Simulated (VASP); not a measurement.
# ZrB2 (P6/mmm) in VASP: a series of runs

Aim: see how the results for ZrB2 move with the level of theory and the settings. Levels: RPBE, PBE+D3(BJ). Tasks: relaxation of cell and atoms.

Program: VASP 6.6.1. These are calculated values, not measurements. Logs are shortened: lines on timing, memory, paths and dates and some standing lists are left out, and cuts for length are marked.

## Step 1: The crystal as given

It takes space group P6/mmm (No. 191, hexagonal). The conventional cell has a = 3.170 Å, b = 3.170 Å, c = 3.533 Å, α = 90.00°, β = 90.00°, γ = 120.00°. Zr (site symmetry 6/mmm) is surrounded by 12 B at 2.54 Å. Around B (site symmetry -6m2) lie 3 B at 1.83 Å.

## Step 2: Relaxation of cell and atoms, RPBE

Contents of INCAR:

```
PREC = Accurate
ENCUT = 600
EDIFF = 1E-6
ISMEAR = 1
SIGMA = 0.1
LREAL = False
LASPH = True
NELM = 80
ALGO = Normal
ISIF = 3
LWAVE = False
LCHARG = False
GGA = RP
IBRION = 2
NSW = 90
EDIFFG = -0.01
```

Contents of KPOINTS:

```
Automatic mesh
0
Gamma
  15 15 10
```

Contents of POSCAR:

```
ZrB2
1.0
    3.1700000000      0.0000000000      0.0000000000
   -1.5850000000      2.7453005300      0.0000000000
    0.0000000000      0.0000000000      3.5330000000
Zr B
1 2
Direct
    0.0000000000      0.0000000000      0.0000000000
    0.3333333333      0.6666666667      0.5000000000
    0.6666666667      0.3333333333      0.5000000000
```

Potentials or basis: VASP PAW PBE potentials, release 64 (Zr_sv, B).

Started as:

```bash
$ cat potpaw_PBE.64/Zr_sv/POTCAR potpaw_PBE.64/B/POTCAR > POTCAR
$ mpirun -np 1 vasp_std > vasp.out
```

OUTCAR:

```text
PREC = Accurate
   ENCUT = 600
   EDIFF = 1E-6
   ISMEAR = 1
   LREAL = False
   LASPH = True
   NELM = 80
   ISIF = 3
   GGA = RP
   IBRION = 2
   NSW = 90
   EDIFFG = -0.01

 ion  position               nearest neighbor table
   1  0.000  0.000  0.000-   2 2.54   3 2.54   2 2.54   3 2.54   3 2.54   3 2.54   2 2.54   2 2.54
                             3 2.54   3 2.54   2 2.54   2 2.54
   2  0.333  0.667  0.500-   3 1.83   3 1.83   3 1.83   1 2.54   1 2.54   1 2.54   1 2.54   1 2.54
                             1 2.54
   3  0.667  0.333  0.500-   2 1.83   2 1.83   2 1.83   1 2.54   1 2.54   1 2.54   1 2.54   1 2.54
                             1 2.54

  LATTYP: Found a hexagonal cell.
 ALAT       =     3.1700000000
 C/A-ratio  =     1.1145110410

  Lattice vectors:

 A1 = (   3.1700000000,   0.0000000000,   0.0000000000)
 A2 = (  -1.5850000000,   2.7453005300,   0.0000000000)
 A3 = (   0.0000000000,   0.0000000000,   3.5330000000)

Analysis of symmetry for initial positions (statically):
=====================================================================
 Subroutine PRICEL returns:
 Original cell was already a primitive cell.

 Routine SETGRP: Setting up the symmetry group for a
 hexagonal supercell.

 Subroutine GETGRP returns: Found 24 space group operations
 (whereof 24 operations were pure point group operations)
 out of a pool of 24 trial point group operations.

The static configuration has the point symmetry D_6h.

Analysis of symmetry for dynamics (positions and initial velocities):
=====================================================================
 Subroutine PRICEL returns:
 Original cell was already a primitive cell.

 Routine SETGRP: Setting up the symmetry group for a
 hexagonal supercell.

 Subroutine GETGRP returns: Found 24 space group operations
 (whereof 24 operations were pure point group operations)
 out of a pool of 24 trial point group operations.

The dynamic configuration has the point symmetry D_6h.

 Subroutine INISYM returns: Found 24 space group operations
 (whereof 24 operations are pure point group operations),
 and found     1 'primitive' translations

----------------------------------------------------------------------------------------

                                     Primitive cell

  volume of cell :      30.7463

  direct lattice vectors                    reciprocal lattice vectors
     3.170000000  0.000000000  0.000000000     0.315457413  0.182129422  0.000000000
    -1.585000000  2.745300530  0.000000000     0.000000000  0.364258845  0.000000000
     0.000000000  0.000000000  3.533000000     0.000000000  0.000000000  0.283045570

  length of vectors
     3.170000000  3.170000000  3.533000000     0.364258845  0.364258845  0.283045570

  position of ions in fractional coordinates (direct lattice)
     0.000000000  0.000000000  0.000000000
     0.333333333  0.666666667  0.500000000
     0.666666667  0.333333333  0.500000000

  ion indices of the primitive-cell ions
   primitive index   ion index
                 1           1
                 2           2
                 3           3

----------------------------------------------------------------------------------------

 KPOINTS: Automatic mesh

Automatic generation of k-mesh.
 Grid dimensions read from file:
 generate k-points for:   15   15   10

 Generating k-lattice:

  Cartesian coordinates                     Fractional coordinates (reciprocal lattice)
     0.021030494  0.012141961  0.000000000     0.066666667  0.000000000  0.000000000
     0.000000000  0.024283923  0.000000000     0.000000000  0.066666667  0.000000000
     0.000000000  0.000000000  0.028304557     0.000000000  0.000000000  0.100000000

  Length of vectors
     0.024283923  0.024283923  0.028304557

  Shift w.r.t. Gamma in fractional coordinates (k-lattice)
     0.000000000  0.000000000  0.000000000

 Subroutine IBZKPT returns following result:
 ===========================================

 Found    162 irreducible k-points:

 Following reciprocal coordinates:
            Coordinates               Weight
  0.000000  0.000000  0.000000      1.000000
  0.066667  0.000000  0.000000      6.000000
  0.133333  0.000000  0.000000      6.000000
  0.200000 -0.000000  0.000000      6.000000
  0.266667  0.000000  0.000000      6.000000
  0.333333 -0.000000  0.000000      6.000000
[... 16 lines left out ...]
  0.333333  0.200000  0.000000     12.000000
  0.400000  0.200000  0.000000      6.000000
 [... further k-points ...]
   k-points           NKPTS =    162   k-points in BZ     NKDIM =    162   number of bands    NBANDS=     13
   number of dos      NEDOS =    301   number of ions     NIONS =      3
   total plane-waves  NPLWV =  21952
   dimension x,y,z NGX =    28 NGY =   28 NGZ =   28
   dimension x,y,z NGXF=    56 NGYF=   56 NGZF=   56
   ions per type =               1   2
   NGX,Y,Z   is equivalent  to a cutoff of  14.68, 14.68, 13.18 a.u.
   NGXF,Y,Z  is equivalent  to a cutoff of  29.37, 29.37, 26.35 a.u.
 SYSTEM =  unknown system
   PREC   = accura    normal or accurate (medium, high low for compatibility)
   ISTART =      0    job   : 0-new  1-cont  2-samecut
   ICHARG =      2    charge: 1-file 2-atom 10-const
   ISPIN  =      1    spin polarized calculation?
   LNONCOLLINEAR =      F non collinear calculations
   LSORBIT =      F    spin-orbit coupling
   LASPH  =      T    aspherical Exc in radial PAW
   ENCUT  =  600.0 eV  44.10 Ry    6.64 a.u.   6.33  6.33  7.06*2*pi/ulx,y,z
   NELM   =     80;   NELMIN=  2; NELMDL= -5     # of ELM steps
   EDIFF  = 0.1E-05   stopping-criterion for ELM
   LREAL  =      F    real-space projection
   EDIFFG = -.1E-01   stopping-criterion for IOM
   NSW    =     90    number of steps for IOM
   IBRION =      2    ionic relax: 0-MD 1-quasi-New 2-CG
   NFREE  =      1    steps in history (QN), initial steepest desc. (CG)
   ISIF   =      3    stress and relaxation
   ISYM   =      2    0-nonsym 1-usesym 2-fastsym
   POTIM  = 0.5000    time-step for ionic-motion
   TEBEG  =    0.0;   TEEND  =   0.0 temperature during run
   PSTRESS=    0.0 pullay stress
   NELECT =      18.0000    total number of electrons
   NUPDOWN=      -1.0000    fix difference up-down
   EMIN   =  10.00;   EMAX   =-10.00  energy-range for DOS
   EFERMI =   0.00;   METHOD = LEGACY
   ISMEAR =     1;   SIGMA  =   0.10  broadening in eV -4-tet -1-fermi 0-gaus
   EFERMI_NEDOS =   21; number of points for ismear=-14 and -15
   IALGO  =     38    algorithm
   IMIX   =      4    mixing-type and parameters
     AMIX     =   0.40;   BMIX     =  1.00
     AMIX_MAG =   1.60;   BMIX_MAG =  1.00
  volume/ion in A,a.u.               =      10.25        69.16
  Fermi-wavevector in a.u.,A,eV,Ry     =   1.369519  2.588016 25.518847  1.875582
  Thomas-Fermi vector in A             =   2.495387
   LORBIT       =      0    0 simple, 1 ext, 2 COOP (PROOUT), +10 PAW based schemes
   GGA     = RP    functional components
   LHFCALC =     F    Hartree Fock is set to
   AEXX    =    0.0000 exact exchange contribution
   IVDW    =     0    specifies the selected vdW correction
   LEPSILON=     F    determine dielectric tensor
   LRPA    =     F    only Hartree local field effects (RPA)
 conjugate gradient relaxation of ions
 non-spin polarized calculation
 Methfessel and Paxton  Order N= 1 SIGMA  =   0.10
  energy-cutoff  :      600.00
  volume of cell :       30.75
 maximum number of plane-waves:      1046
 NGX is ok and might be reduce to    28
   NGX = 13   NGY = 13   NGZ = 15

--------------------------------------- Ionic step        1  -------------------------------------------

 number of electron      18.0000000 magnetization

 Free energy of the ion-electron system (eV)
  ---------------------------------------------------
  ext. energy  EPLUGINS =         0.00000000
  ---------------------------------------------------
  free energy    TOTEN  =       -23.87407735 eV

  energy without entropy =      -23.87420075  energy(sigma->0) =      -23.87411849

------------------------ aborting loop because EDIFF is reached ----------------------------------------

  FORCE on cell =-STRESS in cart. coord.  units (eV):
  Direction    XX          YY          ZZ          XY          YZ          ZX
  --------------------------------------------------------------------------------------
  -------------------------------------------------------------------------------------
  Total        0.8366103      0.8366103      0.8630846      0.0000000      0.0000000      0.0000000
  in kB       43.5954308     43.5954308     44.9749965      0.0000000      0.0000000      0.0000000
  external PRESSURE =      44.0552860 kB  Pullay stress =       0.0000000 kB
[... 96 lines left out ...]
  energy  without entropy=      -23.8818829454  energy(sigma->0) =      -23.88179476

--------------------------------------- Ionic step        4  -------------------------------------------

 number of electron      18.0000000 magnetization

 Free energy of the ion-electron system (eV)
  ---------------------------------------------------
  ext. energy  EPLUGINS =         0.00000000
  ---------------------------------------------------
  free energy    TOTEN  =       -23.88180192 eV

  energy without entropy =      -23.88193639  energy(sigma->0) =      -23.88184675

 E-fermi :  10.3771     XC(G=0): -12.3130

 val. band max:       10.3228528357   @ k =   0.0667   0.0667   0.5000
 cond. band min:      10.4008032948   @ k =   0.4000   0.1333   0.0000
 fundamental gap:      0.0779504591
 Fermi energy:        10.3770958025

 k-point     1 :       0.0000    0.0000    0.0000
  band No.  band energies     occupation
      1     -38.3089      2.00000
      2     -16.4846      2.00000
      3     -15.9541      2.00000
      4     -15.9541      2.00000
      5      -2.2841      2.00000
      6       7.8349      2.00000
      7       7.8349      2.00000
      8       7.8718      2.00000
      9       8.0380      2.00000
     10      13.7311      0.00000
     11      13.7311      0.00000
     12      14.5050      0.00000
     13      14.5050      0.00000
[... 353 lines left out ...]
 k-point    24 :       0.4000    0.2000    0.0000
  band No.  band energies     occupation
      1     -38.1928      2.00000
      2     -16.7304      2.00000
      3     -16.3541      2.00000
      4     -16.3097      2.00000
      5       2.1053      2.00000
      6       2.1236      2.00000
      7       4.9189      2.00000
      8       7.0885      2.00000
      9       9.4262      2.00000
     10      10.1952      2.02742
     11      13.0919      0.00000
     12      14.4820      0.00000
     13      16.6661      0.00000

 [... further k-points ...]
[... 5 lines left out ...]
  --------------------------------------------------------------------------------------
  -------------------------------------------------------------------------------------
  Total       -0.0022750     -0.0022750      0.0055542      0.0000000      0.0000000      0.0000000
  in kB       -0.1163813     -0.1163813      0.2841310      0.0000000      0.0000000      0.0000000
  external PRESSURE =       0.0171228 kB  Pullay stress =       0.0000000 kB
[... 18 lines left out ...]
  FREE ENERGIE OF THE ION-ELECTRON SYSTEM (eV)
  ---------------------------------------------------
  free  energy   TOTEN  =       -23.8818019237 eV

  energy  without entropy=      -23.8819363890  energy(sigma->0) =      -23.88184675

 reached required accuracy - stopping structural energy minimisation
```

Run time: 2.1 min. Hardware: 1 thread of Intel Xeon Platinum 8488C (Sapphire Rapids), shared host; peak memory 0.23 GiB.

Results:

```yaml
Free_energy: -23.8818 eV
Relaxed_volume: 10.44 Å³/atom
Relaxed_cell: a = 3.188 Å, b = 3.188 Å, c = 3.558 Å, α = 90.00°, β = 90.00°, γ = 120.00°
Space_group_after_relaxing_to_0.05_Å: P6/mmm (No. 191)
Energy_gained_by_relaxing: 2.6 meV/atom
Ionic_steps: 4
Pressure_after_relaxing: 0.0 GPa
Band_gap_on_the_k_mesh: none (metal or under the smearing width)
```

The path:
```tsv
step	energy change (eV)	largest force (eV/Å)	pressure (GPa)	volume (Å³)
1	0.0000	0.0000	4.41	30.75
2	0.0032	0.0000	-4.87	32.02
3	-0.0077	0.0000	0.00	31.32
4	-0.0077	0.0000	0.00	31.32
```

Final structure:
```cif
data_structure
_symmetry_space_group_name_H-M 'P 1'
_symmetry_Int_Tables_number 1
_cell_length_a 3.1879
_cell_length_b 3.1879
_cell_length_c 3.5585
_cell_angle_alpha 90.000
_cell_angle_beta 90.000
_cell_angle_gamma 120.000
_cell_volume 31.32
loop_
_atom_site_label
_atom_site_type_symbol
_atom_site_fract_x
_atom_site_fract_y
_atom_site_fract_z
_atom_site_occupancy
Zr1 Zr 0.00000 0.00000 0.00000 1
B1 B 0.33333 0.66667 0.50000 1
B2 B 0.66667 0.33333 0.50000 1
```

Caveat: the PAW data sets were made with another functional, which shifts forces and pressure a little.

[end of part 1 of 2]
